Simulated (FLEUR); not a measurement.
# Si2Ni (Fm-3m) in FLEUR: single point with PBEsol

Aim: the single point of Si2Ni with PBEsol.

All numbers are computed with FLEUR MaX-R8.1 (later development tree); they aren't measurements. Logs are shortened: lines on timing, memory, paths and dates and some standing lists are left out, and cuts for length are marked.

## (1) The crystal as given

The structure is cubic, space group Fm-3m (No. 225). Conventional cell: a = 5.406 Å, b = 5.406 Å, c = 5.406 Å, α = 90.00°, β = 90.00°, γ = 90.00°. Ni (site symmetry m-3m) is surrounded by 8 Si at 2.34 Å. Si (site symmetry -43m) has 4 Ni at 2.34 Å as nearest neighbours.

## (2) Single point, PBEsol, collinear spin, ferromagnetic start

Contents of inp.xml:

```xml
<?xml version="1.0" encoding="UTF-8" standalone="no"?>
<fleurInput fleurInputVersion="0.39">
   <comment>
      Si2Ni                                                                                               
   </comment>
   <calculationSetup>
      <cutoffs Kmax="5.27" Gmax="16.3" GmaxXC="16.3" numbands="0"/>
      <scfLoop itmax="60" minDistance="0.00001" maxIterBroyd="15" imix="Anderson" alpha="0.05" precondParam="0.0" spinf="2.0" sdNocoIR="T"/>
      <coreElectrons ctail="T" frcor="F" kcrel="0" coretail_lmax="0"/>
      <xcFunctional name="PBEs" relativisticCorrections="F"/>
      <magnetism jspins="2"/>
      <soc l_soc="F" theta="0.0" phi="0.0" spav="F"/>
      <expertModes spex="0" secvar="F"/>
      <geometryOptimization l_f="T" forcealpha="1.0" forcemix="BFGS" epsdisp="0.0005" epsforce="0.0002"/>
      <ldaU l_linMix="F" mixParam="0.05" spinf="1.0"/>
   </calculationSetup>
   <cell>
      <bzIntegration valenceElectrons="42.0" mode="hist" fermiSmearingEnergy="0.00183747">
         <kPointListSelection listName="default-1"/>
         <!-- k-points included here -->
         <xi:include xmlns:xi="http://www.w3.org/2001/XInclude" href="kpts.xml"> </xi:include>
      </bzIntegration>
      <!-- symmetry operations included here -->
      <xi:include xmlns:xi="http://www.w3.org/2001/XInclude" href="sym.xml"> </xi:include>
      <bulkLattice scale="1.0">
         <bravaisMatrix>
            <row-1>    0.0000000000000000     5.1079297147937996     5.1079297147937996</row-1>
            <row-2>    5.1079297147937996     0.0000000000000000     5.1079297147937996</row-2>
            <row-3>    5.1079297147937996     5.1079297147937996     0.0000000000000000</row-3>
         </bravaisMatrix>
      </bulkLattice>
   </cell>
   <atomSpecies>
      <species name="Nickel (Ni1.000" element="Ni" atomicNumber="28">
         <mtSphere radius="2.11" gridPoints="721" logIncrement="0.017"/>
         <atomicCutoffs lmax="9" lnonsphr="9"/>
         <electronConfig flipSpins="F">
            <coreConfig>(1s1/2) (2s1/2) (2p1/2) (2p3/2)</coreConfig>
            <valenceConfig>(3s1/2) (3p1/2) (3p3/2) (4s1/2) (3d3/2) (3d5/2)</valenceConfig>
            <stateOccupation state="(3d3/2)" spinUp="1.6" spinDown="1.6"/>
            <stateOccupation state="(3d5/2)" spinUp="2.9" spinDown="1.9"/>
         </electronConfig>
         <energyParameters s="4" p="4" d="3" f="4"/>
         <lo type="SCLO" l="0" n="3" eDeriv="0"/>
         <lo type="SCLO" l="1" n="3" eDeriv="0"/>
         <lo type="SCLO" l="1" n="3" eDeriv="1"/>
         <lo type="SCLO" l="2" n="3" eDeriv="2"/>
         <lo type="SCLO" l="3" n="4" eDeriv="2"/>
      </species>
      <species name="Silicon (Si)" element="Si" atomicNumber="14">
         <mtSphere radius="1.86" gridPoints="635" logIncrement="0.018"/>
         <atomicCutoffs lmax="8" lnonsphr="8"/>
         <electronConfig flipSpins="F">
            <coreConfig>(1s1/2)</coreConfig>
            <valenceConfig>(2s1/2) (2p1/2) (2p3/2) (3s1/2) (3p1/2) (3p3/2)</valenceConfig>
            <stateOccupation state="(3p1/2)" spinUp="0.333333" spinDown="0.333333"/>
            <stateOccupation state="(3p3/2)" spinUp="0.666667" spinDown="0.666667"/>
         </electronConfig>
         <energyParameters s="3" p="3" d="3" f="4"/>
         <lo type="SCLO" l="0" n="2" eDeriv="0"/>
         <lo type="SCLO" l="1" n="2" eDeriv="0"/>
         <lo type="SCLO" l="2" n="3" eDeriv="2"/>
         <lo type="SCLO" l="3" n="4" eDeriv="2"/>
      </species>
   </atomSpecies>
   <atomGroups>
      <atomGroup species="Nickel (Ni1.000">
         <relPos label="                   1">.0000000000 .0000000000 .0000000000</relPos>
         <force calculate="T" relaxXYZ="TTT"/>
      </atomGroup>
      <atomGroup species="Silicon (Si)">
         <relPos label="                   2">-1.000/4.000 -1.000/4.000 -1.000/4.000</relPos>
         <relPos label="                   3">1.000/4.000 1.000/4.000 1.000/4.000</relPos>
         <force calculate="T" relaxXYZ="TTT"/>
      </atomGroup>
   </atomGroups>
   <output dos="F" band="F" slice="F">
      <checks vchk="F" cdinf="F"/>
      <bandDOS minEnergy="-.5*Htr" maxEnergy="0.5*Htr" sigma="0.015" storeEVData="T"/>
      <vacuumDOS vacdos="F" integ="F" star="F" nstars="0" locx1="0.0" locy1="0.0" locx2="0.0" locy2="0.0" nstm="0" tworkf="0.0"/>
      <unfoldingBand unfoldBand="F" supercellX="1" supercellY="1" supercellZ="1"/>
      <plotting iplot="0" polar="F">
         <plot TwoD="T" vec1="  1.0  0.0  0.0" vec2="  0.0  1.0  0.0" vec3="  0.0  0.0  1.0" zero="  0.0  0.0  0.0" file="plot"/>
      </plotting>
      <chargeDensitySlicing numkpt="0" minEigenval="0.0" maxEigenval="0.0" nnne="0" pallst="F"/>
      <specialOutput eonly="F"/>
      <moessbauerParams electricFieldGradient="T" isomerShift="T" coreHyperfine="T" valenceHyperfine="T"/>
      <magneticCircularDichroism mcd="F" energyLo="-10.0" energyUp="0.0"/>
   </output>
  <!-- We include the file relax.xml here to enable relaxations (see documentation) -->
  <xi:include xmlns:xi="http://www.w3.org/2001/XInclude" href="relax.xml"> <xi:fallback/> </xi:include>
</fleurInput>
```

Contents of crystal.txt:

```
Si2Ni
&input cartesian=F /
0.0000000000  2.7030000000  2.7030000000
2.7030000000  0.0000000000  2.7030000000
2.7030000000  2.7030000000  0.0000000000
1.8897261246
1.0 1.0 1.0

3
28 0.0000000000  0.0000000000  0.0000000000 : 1.000
14 0.7500000000  0.7500000000  0.7500000000
14 0.2500000000  0.2500000000  0.2500000000

&kpt div1=9 div2=9 div3=9 gamma=T /
```

Potentials or basis: all-electron, FLAPW.

The run is started by

```
inpgen -f crystal.txt -profile fastHighL
# inp.xml edited to the form shown
mpirun -n 4 fleur_MPI -pe_per_kpt 1
```

The program printed:

```text
Welcome to FLEUR        (www.flapw.de)
      MaX-Release 8.1          (www.max-centre.eu)

 ========== k-point set info ==========
 Selected k-point list: default-1
 k-point list type: mesh
 9 x 9 x 9
 Number of k points: 35

 ------------Calculation Setup---------------------------
 Number of MPI-tasks      :            4
 Number of PE/node        :            4
 Number of OMP-threads    :            1
 Using exactly            1  PE per kpt
 Using exactly            1  PE per kpt
 Using exactly            1  PE per kpt
 k-points in parallel     :            4
 pe's per k-point         :            1
 Using exactly            1  PE per kpt
 No of k-point loops      :            8
 Info/Warning             : your k-point parallelism is not fully load-balanced
 Eigenvalue solver        :       lapack
 Number of basis functions:          785
 Approximate size of matrices (H+S) per k-point:         0.009 GB
 --------------------------------------------------------
 Iteration:     1   Distance:      17.40416678 me/bohr^3
 Iteration:     2   Distance:      16.12464056 me/bohr^3
 Iteration:     3   Distance:      13.50504286 me/bohr^3
 Iteration:     4   Distance:      17.87746517 me/bohr^3
 Iteration:     5   Distance:      19.57051991 me/bohr^3
 Iteration:     6   Distance:      18.33510731 me/bohr^3
 Iteration:     7   Distance:       2.52697927 me/bohr^3
 Iteration:     8   Distance:       2.50194878 me/bohr^3
 Iteration:     9   Distance:       0.44331312 me/bohr^3
 Iteration:    10   Distance:       0.54923025 me/bohr^3
 Iteration:    11   Distance:       0.33217733 me/bohr^3
 Iteration:    12   Distance:       0.24330215 me/bohr^3
 Iteration:    13   Distance:       0.04464165 me/bohr^3
 Iteration:    14   Distance:       0.04078444 me/bohr^3
 Iteration:    15   Distance:       0.00559301 me/bohr^3
 Iteration:    16   Distance:       0.00304319 me/bohr^3
 Iteration:    17   Distance:       0.00170274 me/bohr^3
 Iteration:    18   Distance:       0.00046422 me/bohr^3
 Iteration:    19   Distance:       0.00011182 me/bohr^3
 Iteration:    20   Distance:       0.00034070 me/bohr^3
 Iteration:    21   Distance:       0.00007396 me/bohr^3
 Iteration:    22   Distance:       0.00003612 me/bohr^3
 Iteration:    23   Distance:       0.00000215 me/bohr^3

 ********************************************************************
 Run finished successfully
 Stop message:
   Structural relaxation: Done
 ********************************************************************
```

Wall time 2 min (4 MPI ranks of Arm Neoverse V2, shared host).

What came out:

```yaml
Free_energy: -57106.5774 eV
Band_gap_on_the_k_mesh: none (metal or under the smearing width)
Net_moment: 0.00 μB per cell
Valence_electrons_inside_the_program's_atomic_spheres: Ni 16.92; Si 9.38 (radii Ni 2.11, Si 1.86 bohr)
```

Levels at points of the mesh, in eV from the Fermi level:
Spin up:
| k point | band 18 | band 19 | band 20 | band 21 | band 22 | band 23 | band 24 | band 25 |
| --- | --- | --- | --- | --- | --- | --- | --- | --- |
| (0.00, 0.00, 0.00) | -3.54 | -0.32 | 1.71 | 1.71 | 1.71 | 2.20 | 2.20 | 2.20 |
Spin down:
| k point | band 18 | band 19 | band 20 | band 21 | band 22 | band 23 | band 24 | band 25 |
| --- | --- | --- | --- | --- | --- | --- | --- | --- |
| (0.00, 0.00, 0.00) | -3.54 | -0.32 | 1.71 | 1.71 | 1.71 | 2.20 | 2.20 | 2.20 |

Core levels (eV from the Fermi level):
```tsv
atom	levels
1 Ni	1s1/2 -8196.0, 2s1/2 -974.2, 2p1/2 -849.3, 2p3/2 -831.8
2 Si	1s1/2 -1777.7
3 Si	1s1/2 -1777.7
```
